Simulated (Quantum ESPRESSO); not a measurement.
# Er (Fm-3m) in Quantum ESPRESSO: equation of state, part 2 of 2

Quantum ESPRESSO 7.5.

## (5) Single point, PBE, collinear spin, ferromagnetic start, 30.50 Å³/atom

Contents of pw.in:

```
&CONTROL
  calculation = 'scf'
  prefix = 'pwscf'
  outdir = './tmp'
  pseudo_dir = './pseudo'
  tprnfor = .true.
  tstress = .true.
  disk_io = 'nowf'
/
&SYSTEM
  ibrav = 0
  nat = 1
  ntyp = 1
  ecutwfc = 55
  ecutrho = 440
  nbnd = 21
  occupations = 'smearing'
  smearing = 'fd'
  degauss = 0.00367493
  nspin = 2
  starting_magnetization(1) = 0.1364
/
&ELECTRONS
  conv_thr = 2d-10
  electron_maxstep = 120
  mixing_beta = 0.3
/
ATOMIC_SPECIES
Er   167.2590 Er.paw.z_22.atompaw.wentzcovitch.v1.2.upf
CELL_PARAMETERS angstrom
   0.0000000000    2.4798434248    2.4798434248
   2.4798434248    0.0000000000    2.4798434248
   2.4798434248    2.4798434248    0.0000000000
ATOMIC_POSITIONS crystal
Er     0.0000000000    0.0000000000    0.0000000000
K_POINTS automatic
9 9 9 0 0 0
```

Potentials or basis: SSSP 1.3 efficiency PBE.

The run is started by

```bash
OMP_NUM_THREADS=1 pw.x -in pw.in > pw.out
```

pw.out:

```text
This program is part of the open-source Quantum ESPRESSO suite
     for quantum simulation of materials; please cite
         "P. Giannozzi et al., J. Phys.:Condens. Matter 21 395502 (2009);
         "P. Giannozzi et al., J. Phys.:Condens. Matter 29 465901 (2017);
         "P. Giannozzi et al., J. Chem. Phys. 152 154105 (2020);
     in publications or presentations arising from this work. More details at

     file Er.paw.z_22.atompaw.wentzcovitch.v1.2.upf: wavefunction(s)  6S 0P 5D 0D 4F 0F renormalized
     Message from routine setup:
     using ibrav=0 with symmetry is DISCOURAGED, use correct ibrav instead

     G-vector sticks info
     --------------------
     sticks:   dense  smooth     PW     G-vecs:    dense   smooth      PW
     Sum        1345     673    211                32143    11311    1989

     Using Slab Decomposition

     bravais-lattice index     =            0
     lattice parameter (alat)  =       6.6273  a.u.
     unit-cell volume          =     205.8256 (a.u.)^3
     number of atoms/cell      =            1
     number of atomic types    =            1
     number of electrons       =        22.00
     number of Kohn-Sham states=           21
     kinetic-energy cutoff     =      55.0000  Ry
     charge density cutoff     =     440.0000  Ry
     scf convergence threshold =      2.0E-10
     mixing beta               =       0.3000
     number of iterations used =            8  plain     mixing
     Exchange-correlation= SLA PW PBX PBC
                           (   1   4   3   4   0   0   0)

[... 543 lines left out ...]
    11.3131  11.3170  11.4649  12.8652  13.9062  14.1721  16.8943  20.2647
    21.1150  22.7496  22.8437  25.9394  30.2602

 ------ SPIN DOWN ----------

          k = 0.0000 0.0000 0.0000 (  1411 PWs)   bands (ev):

   -35.1415  -9.1900  -9.1900  -9.1900   8.0137  12.9702  13.1368  13.1368
    13.1368  13.3305  13.3305  13.3305  16.0142  16.0142  16.0142  18.5761
    18.5761  23.5194  26.9336  26.9336  26.9336

          k = 0.0786 0.0786-0.0786 (  1423 PWs)   bands (ev):
[... 175 lines left out ...]
   -35.0770  -9.7333  -9.5819  -9.3768  12.7730  12.9221  13.1256  13.1429
    13.1695  13.2090  13.2685  13.4218  13.5768  14.5644  17.2322  19.6666
    20.7873  22.6202  25.0976  26.4843  28.3576

          k = 0.0000-0.3143 0.4714 (  1423 PWs)   bands (ev):

   -35.0828  -9.7203  -9.5395  -9.3365  12.2814  12.9662  13.0570  13.1615
    13.1789  13.2102  13.2587  13.3042  14.1597  14.2521  17.2806  18.9288
    20.9375  23.2530  25.1998  26.6915  29.2339

          k =-0.0786-0.5500 0.7071 (  1418 PWs)   bands (ev):
[... 13 lines left out ...]
   -35.0740  -9.6992  -9.6088  -9.4343  12.6874  13.0562  13.1014  13.1385
    13.1804  13.1868  13.2531  13.4025  13.9856  14.2741  17.0636  20.4972
    21.3094  22.9657  23.0048  26.1987  30.2709

     the Fermi energy is    13.2444 ev

!    total energy              =    -885.87550006 Ry
     total all-electron energy =      -885.875500 Ry
     estimated scf accuracy    <          3.7E-12 Ry
     smearing contrib. (-TS)   =      -0.01166460 Ry
     internal energy E=F+TS    =    -885.86383546 Ry

     The total energy is F=E-TS. E is the sum of the following terms:
     one-electron contribution =    -255.29454797 Ry
     hartree contribution      =     127.15077974 Ry
     xc contribution           =     -33.08202356 Ry
     ewald contribution        =    -236.76555105 Ry
     one-center paw contrib.   =    -487.87249262 Ry

     total magnetization       =     2.28 Bohr mag/cell
     absolute magnetization    =     2.51 Bohr mag/cell

     convergence has been achieved in  24 iterations

     Forces acting on atoms (cartesian axes, Ry/au):

     atom    1 type  1   force =     0.00000000    0.00000000    0.00000000

     Total force =     0.000000     Total SCF correction =     0.000000

     Computing stress (Cartesian axis) and pressure

          total   stress  (Ry/bohr**3)                   (kbar)     P=       15.81
   0.00010749   0.00000000   0.00000000           15.81        0.00        0.00
   0.00000000   0.00010749   0.00000000            0.00       15.81        0.00
   0.00000000   0.00000000   0.00010749            0.00        0.00       15.81

=------------------------------------------------------------------------------=
   JOB DONE.
=------------------------------------------------------------------------------=
```

It took 91 s on 1 thread of Intel Xeon Platinum 8488C (Sapphire Rapids), shared host; peak memory 0.37 GiB.

What came out:

```
Free energy                                           : -12052.9502 eV
Pressure                                              : 1.6 GPa
Band gap on the k mesh                                : none (metal or under the smearing width)
Net moment                                            : 2.28 μB per cell
Absolute moment                                       : 2.51 μB per cell
Site moments                                          : Er +2.35 μB
Valence electrons inside the program's atomic spheres : Er 20.67
```

Caveat: the magnetic or orbital state may not be the lowest; spin-orbit coupling is left out, which moves the levels of the heavy elements.

## (6) Single point, PBE, collinear spin, ferromagnetic start, 31.11 Å³/atom

pw.in, as its differences from that of step 5:

```diff
@@ -30,5 +30,5 @@
 CELL_PARAMETERS angstrom
-   0.0000000000    2.4798434248    2.4798434248
-   2.4798434248    0.0000000000    2.4798434248
-   2.4798434248    2.4798434248    0.0000000000
+   0.0000000000    2.4962667076    2.4962667076
+   2.4962667076    0.0000000000    2.4962667076
+   2.4962667076    2.4962667076    0.0000000000
 ATOMIC_POSITIONS crystal
```

Potentials or basis: SSSP 1.3 efficiency PBE.

The run is started by

```bash
OMP_NUM_THREADS=1 pw.x -in pw.in > pw.out
```

It took 82 s on 1 thread of Intel Xeon Platinum 8488C (Sapphire Rapids), shared host; peak memory 0.38 GiB.

It converged, with:

- Free energy: -12052.9557 eV
- Pressure: 1.2 GPa
- Band gap on the k mesh: none (metal or under the smearing width)
- Net moment: 2.25 μB per cell
- Absolute moment: 2.52 μB per cell
- Site moments: Er +2.34 μB
- Valence electrons inside the program's atomic spheres: Er 20.68

Caveat: the magnetic or orbital state may not be the lowest; spin-orbit coupling is left out, which moves the levels of the heavy elements.

## (7) Single point, PBE, collinear spin, ferromagnetic start, 31.72 Å³/atom

pw.in, as its differences from that of step 6:

```diff
@@ -30,5 +30,5 @@
 CELL_PARAMETERS angstrom
-   0.0000000000    2.4962667076    2.4962667076
-   2.4962667076    0.0000000000    2.4962667076
-   2.4962667076    2.4962667076    0.0000000000
+   0.0000000000    2.5124766858    2.5124766858
+   2.5124766858    0.0000000000    2.5124766858
+   2.5124766858    2.5124766858    0.0000000000
 ATOMIC_POSITIONS crystal
```

The run is started by

```bash
OMP_NUM_THREADS=1 pw.x -in pw.in > pw.out
```

It took 93 s on 1 thread of Intel Xeon Platinum 8488C (Sapphire Rapids), shared host; peak memory 0.39 GiB.

It converged, with:

```
Free energy                                           : -12052.9593 eV
Pressure                                              : 0.7 GPa
Band gap on the k mesh                                : none (metal or under the smearing width)
Net moment                                            : 2.23 μB per cell
Absolute moment                                       : 2.52 μB per cell
Site moments                                          : Er +2.32 μB
Valence electrons inside the program's atomic spheres : Er 20.69
```

Caveat: the magnetic or orbital state may not be the lowest; spin-orbit coupling is left out, which moves the levels of the heavy elements.

## (8) Equation of state, PBE, collinear spin, ferromagnetic start

Potentials or basis: SSSP 1.3 efficiency PBE.

No new run: the results of the series are fitted here.

Results:

```
Equilibrium volume : 32.73 Å³/atom (rough: see the caveat)
Bulk modulus       : 21 GPa (rough)
```

Energy against volume, from the lowest point:
```tsv
volume (Å³/atom)	energy (meV/atom)
28.670	38.89
29.280	26.50
29.890	16.63
30.500	9.07
31.110	3.57
31.720	0.00
```

Caveat: the magnetic or orbital state may not be the lowest; the minimum lies outside the volumes run; spin-orbit coupling is left out, which moves the levels of the heavy elements. The state reached can hang on the start; a lower one may exist.
